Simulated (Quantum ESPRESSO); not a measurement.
**Si: single point with PBE**

Si:

```
Si
1.0
     0.00000    2.72185    2.72185
     2.72185    0.00000    2.72185
     2.72185    2.72185    0.00000
Si
2
Direct
  0.50000 0.50000 0.50000
  0.75000 0.75000 0.75000
```

- Program: Quantum ESPRESSO 7.5
- Task: single point
- Functional: PBE
- Potentials or basis: SPMS 1.0 PBE
- Cutoff: 952 eV
- Density cutoff: 3810 eV
- k mesh: 6 × 6 × 6
- Occupations: fixed
- Spin: no spin polarisation
- k mesh of the self-consistent run: 8 × 8 × 8

The band gap on the k mesh, mean-field level is 0.72 eV, indirect (least direct gap 2.55 eV).

Levels at points of the mesh, in eV from the valence-band top:
| k point | band 2 | band 3 | band 4 | band 5 | band 6 | band 7 |
| --- | --- | --- | --- | --- | --- | --- |
| (0.00, 0.00, 0.00) | 0.00 | 0.00 | 0.00 | 2.55 | 2.55 | 2.55 |
| (0.00, 0.00, -0.50) | -6.94 | -1.19 | -1.19 | 1.50 | 3.34 | 3.34 |
| (0.00, -0.50, -0.50) | -7.80 | -2.84 | -2.84 | 0.72 | 0.72 | 10.03 |

It took 44 s on 1 thread of Arm Neoverse V2 (shared host), peak memory 0.06 GiB.

A k mesh can miss the band edges.
